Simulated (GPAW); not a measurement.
# Pb (P6_3/mmc) in GPAW: notebook

Runs on Pb. Level: PBEsol. Tasks: relaxation of cell and atoms.

Program: GPAW 26.7.0. These are calculated values, not measurements. Logs are shortened: lines on timing, memory, paths and dates and some standing lists are left out, and cuts for length are marked. The log counts tension as positive stress, the text compression.

**1. The structure**

The structure is hexagonal, space group P6_3/mmc (No. 194). Conventional cell: a = 3.480 Å, b = 3.480 Å, c = 5.590 Å, α = 90.00°, β = 90.00°, γ = 120.00°. Pb (site symmetry -6m2) is surrounded by 12 Pb at 3.44 to 3.48 Å.

This isn't the form of Pb at room conditions, which is fcc.

**2. Relaxation of cell and atoms, PBEsol, target pressure 20 GPa, at which the enthalpy is minimised**

run.py reads:

```python
from ase import Atoms
from ase.filters import FrechetCellFilter
from ase.io import write
from ase.optimize import BFGS
from ase.units import GPa
from gpaw import GPAW, PW, setup_paths

setup_paths.insert(0, '.')

atoms = Atoms(['Pb', 'Pb'],
              cell=[[3.48, 0.0, 0.0],
                    [-1.74, 3.0137684052, 0.0],
                    [0.0, 0.0, 5.59]],
              scaled_positions=[[0.6666666667, 0.3333333333, 0.75],
                                [0.3333333333, 0.6666666667, 0.25]],
              pbc=True)

calc = GPAW(mode=PW(600),
            xc='PBEsol',
            kpts={'size': (7, 7, 4), 'gamma': True},
            occupations={'name': 'fermi-dirac', 'width': 0.05},
            nbands=24,
            convergence={'density': 1e-05, 'forces': 0.0001},
            maxiter=150,
            txt='gpaw.txt')
atoms.calc = calc
opt = BFGS(FrechetCellFilter(atoms, scalar_pressure=20 * GPa), trajectory='relax.traj', logfile='-')
done = opt.run(fmax=0.02, steps=60)
calc.write('gs.gpw')
write('result.traj', atoms)
print('Converged:', done)
print('Cell:', atoms.cell.cellpar().round(4))
print('Volume:', round(atoms.get_volume(), 4))
print(atoms.get_scaled_positions().round(5))
```

Potentials or basis: PAW data sets generated in the run's folder for this functional, pw.

The run is started by

```console
$ gpaw-setup -f PBEsol Pb
$ OMP_NUM_THREADS=1 python run.py
```

gpaw.txt:

```text
__  _  _
 | _ |_)|_||  |
 |__||  | ||/\| - 26.7.0

Input parameters:
  mode=PW(ecut=600.0),
  convergence={'density': 1e-05, 'forces': 0.0001},
  kpts=MonkhorstPack(size=(7, 7, 4), gamma=True),
  maxiter=150,
  nbands=24,
  occupations=Occupations(name='fermi-dirac', width=0.05),
  xc=XC(name='PBEsol')

Diagonalizing LCAO Hamiltonian
Converting LCAO to pw mode

           Pb

        Pb

Atoms  # Å, Bohr magnetons
|   | symbol |         x |        y |        z |    initial magnetic moments |
|---|--------|-----------|----------|----------|-----------------------------|
| 0 |     Pb |  1.740000 | 1.004589 | 4.192500 | ( 0.0000,  0.0000,  0.0000) |
| 1 |     Pb | -0.000000 | 2.009179 | 1.397500 | ( 0.0000,  0.0000,  0.0000) |

Unit cell  # Å
| periodic |         x |        y |        z |  lengths |     angles |
|----------|-----------|----------|----------|----------|------------|
|      yes |  3.480000 | 0.000000 | 0.000000 | 3.480000 |  90.000000 |
|      yes | -1.740000 | 3.013768 | 0.000000 | 3.480000 |  90.000000 |
|      yes |  0.000000 | 0.000000 | 5.590000 | 5.590000 | 120.000000 |

Number of symmetries: 12
Symmetry operations  # r_c * U_cc + t_c -> r_c
|    | kind |            matrix            |
|----|------|------------------------------|
|  0 |  σ   |  1, 1, 0,  0,-1, 0,  0, 0, 1 |
|  1 |  S6  |  1, 1, 0, -1, 0, 0,  0, 0,-1 |
|  2 |  E   |  1, 0, 0,  0, 1, 0,  0, 0, 1 |
|  3 |  C2  |  1, 0, 0, -1,-1, 0,  0, 0,-1 |
|  4 |  C2  |  0, 1, 0,  1, 0, 0,  0, 0,-1 |
|  5 |  C3  |  0, 1, 0, -1,-1, 0,  0, 0, 1 |
|  6 |  S6  |  0,-1, 0,  1, 1, 0,  0, 0,-1 |
|  7 |  σ   |  0,-1, 0, -1, 0, 0,  0, 0, 1 |
[... 151 lines left out ...]
|          5 |        -9.144 |     2.000 |
|          6 |        -9.103 |     2.000 |
|          7 |        -9.103 |     2.000 |
|          8 |        -8.905 |     2.000 |
|          9 |        -8.905 |     2.000 |
|         10 |        -4.112 |     2.000 |
[... 8 lines left out ...]
|         19 |        16.900 |     0.000 |
|         20 |        19.410 |     0.000 |
|        ... |               |           |
|         23 |        20.653 |     0.000 |

No gap
No difference between direct/indirect transitions

Stress tensor  # eV/Ang^3
|         x |         y |        z |
|-----------|-----------|----------|
| -0.004901 | -0.000000 | 0.000000 |
| -0.000000 | -0.004901 | 0.000000 |
|  0.000000 |  0.000000 | 0.001277 |

Forces  # eV/Ang
|        x |        y |        z |
|----------|----------|----------|
|  0.00000 | -0.00000 |  0.00006 |  # Pb   0
| -0.00000 |  0.00000 | -0.00006 |  # Pb   1

Interpolating wave functions to new cell

           Pb

        Pb

Atoms  # Å, Bohr magnetons
|   | symbol |         x |        y |        z |    initial magnetic moments |
|---|--------|-----------|----------|----------|-----------------------------|
| 0 |     Pb |  1.696851 | 0.979677 | 4.083248 | ( 0.0000,  0.0000,  0.0000) |
| 1 |     Pb | -0.000000 | 1.959354 | 1.361082 | ( 0.0000,  0.0000,  0.0000) |

Unit cell  # Å
| periodic |         x |         y |         z |  lengths |     angles |
|----------|-----------|-----------|-----------|----------|------------|
|      yes |  3.393701 |  0.000000 | -0.000000 | 3.393701 |  90.000000 |
|      yes | -1.696851 |  2.939031 | -0.000000 | 3.393701 |  90.000000 |
|      yes |  0.000000 | -0.000000 |  5.444329 | 5.444329 | 120.000000 |

Number of symmetries: 12
Symmetry operations  # r_c * U_cc + t_c -> r_c
|    | kind |            matrix            |
|----|------|------------------------------|
|  0 |  σ   |  1, 1, 0,  0,-1, 0,  0, 0, 1 |
|  1 |  S6  |  1, 1, 0, -1, 0, 0,  0, 0,-1 |
|  2 |  E   |  1, 0, 0,  0, 1, 0,  0, 0, 1 |
|  3 |  C2  |  1, 0, 0, -1,-1, 0,  0, 0,-1 |
|  4 |  C2  |  0, 1, 0,  1, 0, 0,  0, 0,-1 |
|  5 |  C3  |  0, 1, 0, -1,-1, 0,  0, 0, 1 |
|  6 |  S6  |  0,-1, 0,  1, 1, 0,  0, 0,-1 |
|  7 |  σ   |  0,-1, 0, -1, 0, 0,  0, 0, 1 |
|  8 |  σ   | -1, 0, 0,  1, 1, 0,  0, 0, 1 |
|  9 |  i   | -1, 0, 0,  0,-1, 0,  0, 0,-1 |
| 10 |  C3  | -1,-1, 0,  1, 0, 0,  0, 0, 1 |
| 11 |  C2  | -1,-1, 0,  0, 1, 0,  0, 0,-1 |
[... 166 lines left out ...]
No gap
No difference between direct/indirect transitions

Stress tensor  # eV/Ang^3
|         x |         y |         z |
|-----------|-----------|-----------|
| -0.035355 |  0.000000 |  0.000000 |
|  0.000000 | -0.035355 |  0.000000 |
|  0.000000 |  0.000000 | -0.027754 |

Forces  # eV/Ang
|       x |       y |        z |
|---------|---------|----------|
| 0.00000 | 0.00000 |  0.00011 |  # Pb   0
| 0.00000 | 0.00000 | -0.00011 |  # Pb   1

Interpolating wave functions to new cell

           Pb

        Pb

Atoms  # Å, Bohr magnetons
|   | symbol |         x |        y |        z |    initial magnetic moments |
|---|--------|-----------|----------|----------|-----------------------------|
| 0 |     Pb |  1.601788 | 0.924793 | 3.835669 | ( 0.0000,  0.0000,  0.0000) |
| 1 |     Pb | -0.000000 | 1.849585 | 1.278549 | ( 0.0000,  0.0000,  0.0000) |

Unit cell  # Å
| periodic |         x |         y |         z |  lengths |     angles |
|----------|-----------|-----------|-----------|----------|------------|
|      yes |  3.203576 | -0.000000 | -0.000000 | 3.203576 |  90.000000 |
|      yes | -1.601788 |  2.774378 | -0.000000 | 3.203576 |  90.000000 |
|      yes |  0.000000 | -0.000000 |  5.114218 | 5.114218 | 120.000000 |

Number of symmetries: 12
Symmetry operations  # r_c * U_cc + t_c -> r_c
|    | kind |            matrix            |
|----|------|------------------------------|
|  0 |  σ   |  1, 1, 0,  0,-1, 0,  0, 0, 1 |
|  1 |  S6  |  1, 1, 0, -1, 0, 0,  0, 0,-1 |
|  2 |  E   |  1, 0, 0,  0, 1, 0,  0, 0, 1 |
|  3 |  C2  |  1, 0, 0, -1,-1, 0,  0, 0,-1 |
|  4 |  C2  |  0, 1, 0,  1, 0, 0,  0, 0,-1 |
|  5 |  C3  |  0, 1, 0, -1,-1, 0,  0, 0, 1 |
|  6 |  S6  |  0,-1, 0,  1, 1, 0,  0, 0,-1 |
|  7 |  σ   |  0,-1, 0, -1, 0, 0,  0, 0, 1 |
|  8 |  σ   | -1, 0, 0,  1, 1, 0,  0, 0, 1 |
|  9 |  i   | -1, 0, 0,  0,-1, 0,  0, 0,-1 |
| 10 |  C3  | -1,-1, 0,  1, 0, 0,  0, 0, 1 |
| 11 |  C2  | -1,-1, 0,  0, 1, 0,  0, 0,-1 |
[... 384 lines left out ...]
No gap
No difference between direct/indirect transitions

Stress tensor  # eV/Ang^3
|         x |         y |         z |
|-----------|-----------|-----------|
| -0.123025 | -0.000000 |  0.000000 |
| -0.000000 | -0.123025 | -0.000000 |
| -0.000000 |  0.000000 | -0.116281 |

Forces  # eV/Ang
|        x |       y |        z |
|----------|---------|----------|
| -0.00000 | 0.00000 | -0.00010 |  # Pb   0
|  0.00000 | 0.00000 |  0.00010 |  # Pb   1

Interpolating wave functions to new cell

           Pb

        Pb

Atoms  # Å, Bohr magnetons
|   | symbol |         x |        y |        z |    initial magnetic moments |
|---|--------|-----------|----------|----------|-----------------------------|
| 0 |     Pb |  1.620842 | 0.935793 | 3.875900 | ( 0.0000,  0.0000,  0.0000) |
| 1 |     Pb | -0.000000 | 1.871587 | 1.291963 | ( 0.0000,  0.0000,  0.0000) |

Unit cell  # Å
| periodic |         x |        y |        z |  lengths |     angles |
|----------|-----------|----------|----------|----------|------------|
|      yes |  3.241683 | 0.000000 | 0.000000 | 3.241683 |  90.000000 |
|      yes | -1.620842 | 2.807380 | 0.000000 | 3.241683 |  90.000000 |
|      yes |  0.000000 | 0.000000 | 5.167863 | 5.167863 | 120.000000 |
[... 830 lines left out ...]
No gap
No difference between direct/indirect transitions

Stress tensor  # eV/Ang^3
|         x |         y |         z |
|-----------|-----------|-----------|
| -0.125089 | -0.000000 |  0.000000 |
| -0.000000 | -0.125089 |  0.000000 |
|  0.000000 |  0.000000 | -0.125066 |

Forces  # eV/Ang
|       x |        y |        z |
|---------|----------|----------|
| 0.00000 |  0.00000 |  0.00001 |  # Pb   0
| 0.00000 | -0.00000 | -0.00001 |  # Pb   1

# Writing to gs.gpw (mode='')
```

Wall time 53 s (1 thread of AMD EPYC 9R45 (Zen 5), shared host); peak memory 0.3 GiB.

What came out:

* Free energy: -7.8725 eV
* Relaxed volume: 23.50 Å³/atom
* Relaxed cell: a = 3.246 Å, b = 3.246 Å, c = 5.151 Å, α = 90.00°, β = 90.00°, γ = 120.00°
* Space group after relaxing (to 0.05 Å): P6_3/mmc (No. 194)
* Energy change on relaxing (the enthalpy is what falls): +301.8 meV/atom
* Ionic steps: 8
* Pressure after relaxing: 20.0 GPa
* Band gap on the k mesh: none (metal or under the smearing width)

Step by step:
| step | energy change (eV) | largest force (eV/Å) | pressure (GPa) | volume (Å³) |
| --- | --- | --- | --- | --- |
| 1 | 0.0000 | 0.0001 | 0.46 | 58.63 |
| 2 | 0.0717 | 0.0001 | 5.26 | 54.30 |
| 3 | 0.8215 | 0.0001 | 24.93 | 45.45 |
| 4 | 0.5744 | 0.0001 | 19.35 | 47.25 |
| 5 | 0.6011 | 0.0000 | 19.97 | 47.03 |
| 6 | 0.6065 | 0.0000 | 20.11 | 46.99 |
| 7 | 0.6072 | 0.0000 | 20.13 | 46.98 |
| 8 | 0.6035 | 0.0000 | 20.04 | 47.01 |

Final structure:
```
CELL_PARAMETERS angstrom
3.24630 0.00000 0.00000
-1.62315 2.81137 0.00000
0.00000 0.00000 5.15061
ATOMIC_POSITIONS crystal
Pb 0.66667 0.33333 0.75000
Pb 0.33333 0.66667 0.25000
```

Levels at points of the mesh, in eV from the Fermi level:
```tsv
k point	band 12	band 13	band 14	band 15	band 16	band 17
(0.00, 0.00, 0.00)	-8.00	-5.59	6.64	6.64	9.11	9.11
(0.00, 0.00, 0.50)	-12.13	1.67	1.67	7.80	7.80	7.80
```

Caveat: later steps reuse the first step's grids; the volume moved by over 15 % at a fixed basis, so the end points are rough. Spin-orbit coupling is left out, which matters for the levels of Pb.

**3. Relaxation of cell and atoms, PBEsol, target pressure 30 GPa, at which the enthalpy is minimised**

Edit run.py of step 2 so:

```diff
@@ -26,3 +26,3 @@
 atoms.calc = calc
-opt = BFGS(FrechetCellFilter(atoms, scalar_pressure=20 * GPa), trajectory='relax.traj', logfile='-')
+opt = BFGS(FrechetCellFilter(atoms, scalar_pressure=30 * GPa), trajectory='relax.traj', logfile='-')
 done = opt.run(fmax=0.02, steps=60)
```

Potentials or basis: PAW data sets generated in the run's folder for this functional, pw.

The run is started by

```console
$ gpaw-setup -f PBEsol Pb
$ OMP_NUM_THREADS=1 python run.py
```

It took 56 s on 1 thread of AMD EPYC 9R45 (Zen 5), shared host; peak memory 0.3 GiB.

It converged, with:

* Free energy: -7.4184 eV
* Relaxed volume: 22.04 Å³/atom
* Relaxed cell: a = 3.177 Å, b = 3.177 Å, c = 5.042 Å, α = 90.00°, β = 90.00°, γ = 120.00°
* Space group after relaxing (to 0.05 Å): P6_3/mmc (No. 194)
* Energy change on relaxing (the enthalpy is what falls): +528.8 meV/atom
* Ionic steps: 8
* Pressure after relaxing: 30.0 GPa
* Band gap on the k mesh: none (metal or under the smearing width)

The path:
```
step  energy change (eV)  largest force (eV/Å)  pressure (GPa)  volume (Å³)
   1              0.0000                0.0001            0.46        58.63
   2              0.1601                0.0000            8.44        52.21
   3              1.4802                0.0000           38.81        42.10
   4              0.9980                0.0000           28.76        44.40
   5              1.0535                0.0000           29.94        44.09
   6              1.0606                0.0000           30.10        44.06
   7              1.0618                0.0000           30.12        44.05
   8              1.0575                0.0000           30.04        44.07
```

Final structure:
```xyz
2
Lattice="3.1770 0.0000 0.0000 -1.5885 2.7514 0.0000 0.0000 0.0000 5.0417" Properties=species:S:1:pos:R:3 pbc="T T T"
Pb    1.5885    0.9171    3.7812
Pb    0.0000    1.8343    1.2604
```

Levels at points of the mesh, in eV from the Fermi level:
```tsv
k point	band 12	band 13	band 14	band 15	band 16	band 17
(0.00, 0.00, 0.00)	-8.03	-5.99	7.07	7.07	9.23	9.70
(0.00, 0.00, 0.50)	-12.61	1.87	1.87	8.29	8.29	8.29
```

Caveat: later steps reuse the first step's grids; the volume moved by over 15 % at a fixed basis, so the end points are rough.
